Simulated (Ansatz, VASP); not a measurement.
**NaI in VASP and in Ansatz**

```
Na I
1.0
     0.00000    3.23640    3.23640
     3.23640    0.00000    3.23640
     3.23640    3.23640    0.00000
Na I
1 1
Direct
  0.00000 0.00000 0.00000
  0.50000 0.50000 0.50000
```

Alike in both runs: task single point; functional LDA; k mesh 8 × 8 × 8; no spin polarisation.

|  | VASP | Ansatz |
| --- | --- | --- |
| version | VASP 6.6.1 | Ansatz 0.2.0 |
| potentials or method | VASP PAW LDA potentials, release 64 (Na_pv, I) | plane waves, PAW |
| plane-wave cutoff (eV) | 520 | 450 |
| occupations | gaussian, width 0.01 eV | fixed |
| valence electrons in the cell | 14 | 26 |

```csv
,VASP,Ansatz,Ansatz less VASP
pressure (GPa),-1.6,-1.6,-0.01
```

The two sets of potentials don't hold the same shells in valence.

Caveats: spin-orbit coupling is left out, which moves the levels of the heavy elements. LDA gaps usually lie below the measured ones, often by a third to a half.
